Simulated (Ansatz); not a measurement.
# SrCl2: a line through an energy map

One table from this session's results is given with a row withheld; the runs are named, their logs left out.

Method: DFT PBE, scalar-relativistic, plane waves, PAW, in Ansatz 0.2.0.

### Starting point

It takes space group Fm-3m (No. 225, cubic). Conventional cell: a = 7.038 Å, b = 7.038 Å, c = 7.038 Å, α = 90.00°, β = 90.00°, γ = 90.00°. Sr (site symmetry m-3m) is surrounded by 8 Cl at 3.05 Å. Around Cl (site symmetry -43m) lie 4 Sr at 3.05 Å.

Structure file:

```
Sr Cl
1.0
     0.00000    3.51923    3.51923
     3.51923    0.00000    3.51923
     3.51923    3.51923    0.00000
Sr Cl
1 2
Direct
  0.00000 0.00000 0.00000
  0.25000 0.25000 0.25000
  0.75000 0.75000 0.75000
```

It is the result of an earlier relaxation at this level (volume 29.06 Å³/atom; gap on the mesh: 5.24 eV).

### Plan of the line

The energy is mapped over two homogeneous strains (x along [1 0 0], y along [0 1 0], z along [0 0 1] of the conventional cell).

First coordinate, strain +e along x and -e along y: 9 values from −4 to 4 %. Second coordinate, strain +e along z and -e/2 along x and y: 9 values from −4 to 4 %.

Nothing else is relaxed (symmetry fixes all fractional coordinates). Energies count from the relaxed crystal. Points are written as (first, second).

Set-up of the first run:

The input, input.yaml:

```yaml
crystal:
  lattice:
    - [0.0, 3.7303798773, 3.3784572473]
    - [3.4488417733, 0.0, 3.3784572473]
    - [3.4488417733, 3.7303798773, 0.0]
  atoms:
    - { symbol: Sr, position: [0.0, 0.0, 0.0] }
    - { symbol: Cl, position: [0.25, 0.25, 0.25] }
    - { symbol: Cl, position: [0.75, 0.75, 0.75] }
basis:
  ecutwfc: 420
kpoints:
  mp_grid: { grid: [6, 6, 6] }
hamiltonian:
  xc: pbe
scf:
  occupations: { method: gaussian, width: 0.05 }
output:
  forces: true
  stress: true
  eigenvalues: true
```

Started as:

```sh
$ ansatz run input.yaml --threads 1 --pin off --max-ram 2048MiB --backend cpu --events-out ev --progress --plain --runs-dir out
```

Among the steps run: Point (−4 %, −4 %); Point (−4 %, −3 %); Grid point (−4 %, −2 %); Point (−4 %, −1 %); Point (−4 %, 0 %); Grid point (−4 %, 1 %); Grid point (−4 %, 2 %); Point (−4 %, 3 %); The run at (−4 %, 4 %).

One table of the session follows, with a row left open; its other results are not shown here.

```
strain +e along z and -e/2 along x and y (%)  energy (meV/atom)  slope (meV/atom per %)  pressure (GPa)  band gap on the k-mesh (eV)
                                          −4               24.7                    −5.5           0.189                         4.73
                                          −3               19.9                    −4.0           0.159                         4.84
                                          −2               16.7                    −2.5           0.141                         4.87
                                          −1                  ?                       ?               ?                            ?
                                           0               14.6                     0.4           0.134                         4.85
                                           1               15.6                     1.7           0.145                         4.82
                                           2               18.0                     3.1           0.165                         4.78
                                           3               21.8                     4.4           0.192                         4.72
                                           4               26.8                     5.7           0.228                         4.65
```

Q: Estimate the row for strain +e along z and -e/2 along x and y (%) = −1 from the others.

Worked estimate for «energy (meV/atom)». A straight line through the neighbours (−2, 16.7) and (0, 14.6) gives 16.7 + (14.6 − 16.7) × (−1 − −2) / (0 − −2) = 15.6; a parabola fitted to 4 rows on both sides gives 14.9.

**Answer.** energy (meV/atom): 14.9; slope (meV/atom per %): −1.0; pressure (GPa): 0.133; band gap on the k-mesh (eV): 4.87. In «energy (meV/atom)» the line misses by +0.7 and the parabola by 0.0.

Energies count from the relaxed crystal. Slopes come from the forces (and the stress, where the cell changes), not from differences of energies.

**Reading.** The lowest point of the line is at 0 %, 14.6 meV/atom from the zero. Energies and slopes round the minimum, fitted together, put the minimum at −0.3 %, with a curvature of about 1.4 meV/atom per %². Divided by the reference volume, that is a stiffness of about 77 GPa for this pattern of strain. The highest point computed, at 4 %, lies 12.2 meV/atom above the lowest. This is one cut through a surface in two coordinates; the map's lowest point lies off it.
